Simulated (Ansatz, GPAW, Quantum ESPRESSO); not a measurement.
## PtSe2: 3 runs at one level of theory

```
Pt Se
1.0
     3.72400    0.00000    0.00000
    -1.86200    3.22508    0.00000
     0.00000    0.00000    5.06200
Pt Se
1 2
Direct
  0.00000 0.00000 0.00000
  0.66667 0.33333 0.75000
  0.33333 0.66667 0.25000
```

Alike in all runs: task single point; functional PBE; k mesh 8 × 8 × 5; occupations fermi-dirac, width 0.05 eV; no spin polarisation; no spin-orbit coupling. Pressure is positive in compression and, in plane waves, holds the error of the finite cutoff, which Ansatz's Pulay term estimates and takes out.

| program and potentials | plane-wave cutoff (eV) | notes | pressure (GPa) | largest force (eV/Å) |
| --- | --- | --- | --- | --- |
| Ansatz, Ansatz PAW | 500 | 16.67 valence electrons an atom on average | 7.30 | 0.592 |
| Quantum ESPRESSO, SSSP 1.3 efficiency PBE | 748 | 9.33 valence electrons an atom on average | 7.09 | 0.586 |
| GPAW, GPAW PAW data sets (gpaw-data 1.2.1) | 600 | 9.33 valence electrons an atom on average | 7.38 | 0.625 |

Force on atom 2 (Se), eV/Å:

```json
{"program and potentials": "Ansatz, Ansatz PAW", "x": "0.000", "y": "0.000", "z": "-0.592"}
{"program and potentials": "Quantum ESPRESSO, SSSP 1.3 efficiency PBE", "x": "0.000", "y": "0.000", "z": "-0.586"}
{"program and potentials": "GPAW, GPAW PAW data sets (gpaw-data 1.2.1)", "x": "0.000", "y": "0.000", "z": "-0.625"}
```

The pressure spans 7.09 (Quantum ESPRESSO, SSSP 1.3 efficiency PBE) to 7.38 GPa (GPAW, GPAW PAW data sets (gpaw-data 1.2.1)). The atoms of the given cell lie far from their minimum at this level.

Differences between rows come from potentials, basis sets and numerical settings, since the functional is the same but for its coding. Runs on potential files found faulty are left out.
